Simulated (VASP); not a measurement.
```yaml
crystal:
  lattice:
    - [2.49686, -4.32468, 0.00000]
    - [2.49686, 4.32468, 0.00000]
    - [0.00000, 0.00000, 5.69616]
  atoms:
    - { symbol: Ge, position: [0.00000, 0.45183, 0.33333] }
    - { symbol: Ge, position: [0.54817, 0.54817, 0.00000] }
    - { symbol: Ge, position: [0.45183, 0.00000, 0.66667] }
    - { symbol: O, position: [0.30388, 0.39474, 0.24515] }
    - { symbol: O, position: [0.60526, 0.90914, 0.91182] }
    - { symbol: O, position: [0.69612, 0.09086, 0.42151] }
    - { symbol: O, position: [0.90914, 0.60526, 0.08818] }
    - { symbol: O, position: [0.39474, 0.30388, 0.75485] }
    - { symbol: O, position: [0.09086, 0.69612, 0.57849] }
```

These are PBEsol GGA, VASP's PBE PAW potentials (set 64) (plane waves; VASP) values and carry that method's errors. Settings: 520 eV cut-off, 6×6×5 Γ-centred mesh, tetrahedra with Blöchl corrections, potentials Ge_d O.

Question: What does the run give for the energy per atom (σ→0), band gap (on the k-mesh) with the smallest direct gap where there is one?

Answer: 
The band gap (on the k-mesh) is 3.37 eV and the smallest direct gap (on the k-mesh) is 3.42 eV. The energy per atom (σ→0) comes out as -653.7 kJ/mol-atom.

The absolute energy has meaning only against runs of the same code, potentials and settings.

The compound is GeO2 in the quartz structure, a metastable form; rutile is stable. It was relaxed first.
